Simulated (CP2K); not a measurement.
A run of CP2K 2026.2 is set up as follows.

The input pbs_bands.inp:

```
&GLOBAL
  PROJECT pbs_bands
  RUN_TYPE ENERGY_FORCE
  PRINT_LEVEL LOW
&END GLOBAL
&FORCE_EVAL
  METHOD QS
  STRESS_TENSOR ANALYTICAL
  &DFT
    BASIS_SET_FILE_NAME BASIS_MOLOPT_UZH
    POTENTIAL_FILE_NAME POTENTIAL_UZH
    &MGRID
      CUTOFF 450
      REL_CUTOFF 60
      NGRIDS 4
    &END MGRID
    &QS
      METHOD GPW
      EPS_DEFAULT 1.0E-9
    &END QS
    &KPOINTS
      SCHEME MONKHORST-PACK 8 8 8
      GAMMA_CENTERED T
      SYMMETRY T
      SYMMETRY_BACKEND SPGLIB
    &END KPOINTS
    &SCF
      SCF_GUESS ATOMIC
      EPS_SCF 1.0E-6
      MAX_SCF 100
      ADDED_MOS 10
      CHOLESKY OFF
      EPS_EIGVAL 1.0E-7
      &DIAGONALIZATION ON
        ALGORITHM STANDARD
      &END DIAGONALIZATION
      &MIXING ON
        METHOD BROYDEN_MIXING
        ALPHA 0.4
        BETA 1.5
        NBUFFER 8
      &END MIXING
      &SMEAR ON
        METHOD FERMI_DIRAC
        ELECTRONIC_TEMPERATURE [K] 300.557
      &END SMEAR
    &END SCF
    &XC
      &XC_FUNCTIONAL
        &GGA_X_PBE_SOL
        &END GGA_X_PBE_SOL
        &GGA_C_PBE_SOL
        &END GGA_C_PBE_SOL
      &END XC_FUNCTIONAL
    &END XC
    &PRINT
      &KPOINTS ON
      &END KPOINTS
      &MULLIKEN ON
      &END MULLIKEN
      &MO ON
        ENERGIES T
        OCCUPATION_NUMBERS T
        &EACH
          QS_SCF 0
        &END EACH
        ADD_LAST NUMERIC
      &END MO
      &BAND_STRUCTURE
        FILE_NAME bands.bs
        ADDED_MOS 6
        &KPOINT_SET
          UNITS B_VECTOR
          NPOINTS 10
          SPECIAL_POINT GAMMA 0.00000000 0.00000000 0.00000000
          SPECIAL_POINT X 0.50000000 0.00000000 0.50000000
          SPECIAL_POINT W 0.50000000 0.25000000 0.75000000
          SPECIAL_POINT K 0.37500000 0.37500000 0.75000000
          SPECIAL_POINT GAMMA 0.00000000 0.00000000 0.00000000
          SPECIAL_POINT L 0.50000000 0.50000000 0.50000000
          SPECIAL_POINT U 0.62500000 0.25000000 0.62500000
          SPECIAL_POINT W 0.50000000 0.25000000 0.75000000
          SPECIAL_POINT L 0.50000000 0.50000000 0.50000000
          SPECIAL_POINT K 0.37500000 0.37500000 0.75000000
        &END KPOINT_SET
        &KPOINT_SET
          UNITS B_VECTOR
          NPOINTS 10
          SPECIAL_POINT U 0.62500000 0.25000000 0.62500000
          SPECIAL_POINT X 0.50000000 0.00000000 0.50000000
        &END KPOINT_SET
      &END BAND_STRUCTURE
    &END PRINT
  &END DFT
  &SUBSYS
    &CELL
      ABC 4.1942038726 4.1942038726 4.1942038726
      ALPHA_BETA_GAMMA 60.0000000005 60.0000000000 59.9999999998
      PERIODIC XYZ
    &END CELL
    &COORD
      SCALED
      Pb  0.0000000000 0.0000000000 0.0000000000
      S   0.5000000000 0.5000000000 0.5000000000
    &END COORD
    &KIND Pb
      BASIS_SET TZVP-MOLOPT-PBE-GTH-q4
      POTENTIAL GTH-PBE-q4
    &END KIND
    &KIND S
      BASIS_SET TZVP-MOLOPT-PBE-GTH-q6
      POTENTIAL GTH-PBE-q6
    &END KIND
    &PRINT
      &ATOMIC_COORDINATES ON
      &END ATOMIC_COORDINATES
      &CELL ON
      &END CELL
    &END PRINT
  &END SUBSYS
  &PRINT
    &FORCES ON
    &END FORCES
    &STRESS_TENSOR ON
    &END STRESS_TENSOR
  &END PRINT
&END FORCE_EVAL
```

Potentials or basis: POTENTIAL_UZH Pb GTH-PBE-q4, S GTH-PBE-q6; TZVP-MOLOPT-PBE-GTH basis.

Command:

```sh
$ OMP_NUM_THREADS=2 cp2k.psmp -i pbs_bands.inp -o pbs_bands.out
```

Q: Estimate the pressure.

A: 1.5 GPa.

Q: What does it give for the Mulliken charges?

A: Pb +0.79; S -0.79 e.

Q: Estimate the band gap along the path.

A: 0.10 eV, direct.

Levels at the corners of the path, in eV from the valence-band top:
| point | band 1 | band 2 | band 3 | band 4 | band 5 | band 6 | band 7 | band 8 | band 9 | band 10 |
| --- | --- | --- | --- | --- | --- | --- | --- | --- | --- | --- |
| Γ | -13.87 | -6.06 | -2.34 | -2.34 | -2.34 | 5.39 | 5.39 | 5.39 | 6.96 | 6.96 |
| X | -12.31 | -7.25 | -5.56 | -3.69 | -3.69 | 3.58 | 5.52 | 5.80 | 5.80 | 11.69 |
| W | -12.23 | -8.06 | -4.76 | -4.76 | -1.17 | 2.08 | 4.62 | 4.62 | 8.77 | 8.77 |
| K | -12.27 | -8.11 | -5.13 | -3.20 | -2.69 | 3.23 | 4.12 | 5.02 | 6.40 | 11.71 |
| Γ | -13.87 | -6.06 | -2.34 | -2.34 | -2.34 | 5.39 | 5.39 | 5.39 | 6.96 | 6.96 |
| L | -12.58 | -9.06 | -2.06 | -2.06 | 0.00 | 0.10 | 1.88 | 1.88 | 9.02 | 12.41 |
| U | -12.27 | -8.11 | -5.13 | -3.20 | -2.69 | 3.23 | 4.12 | 5.02 | 6.40 | 11.71 |
| W | -12.23 | -8.06 | -4.76 | -4.76 | -1.17 | 2.08 | 4.62 | 4.62 | 8.77 | 8.77 |
| L | -12.58 | -9.06 | -2.06 | -2.06 | 0.00 | 0.10 | 1.88 | 1.88 | 9.02 | 12.41 |
| K | -12.27 | -8.11 | -5.13 | -3.20 | -2.69 | 3.23 | 4.12 | 5.02 | 6.40 | 11.71 |
| U | -12.27 | -8.11 | -5.13 | -3.20 | -2.69 | 3.23 | 4.12 | 5.02 | 6.40 | 11.71 |
| X | -12.31 | -7.25 | -5.56 | -3.69 | -3.69 | 3.58 | 5.52 | 5.80 | 5.80 | 11.69 |

Caveat: the potentials were made for another functional, which shifts forces and pressure; spin-orbit coupling is left out, which as a rule narrows the gap of such compounds by several tenths of an eV; the basis of atomic orbitals isn't converged, which shifts pressures, moduli and gaps.
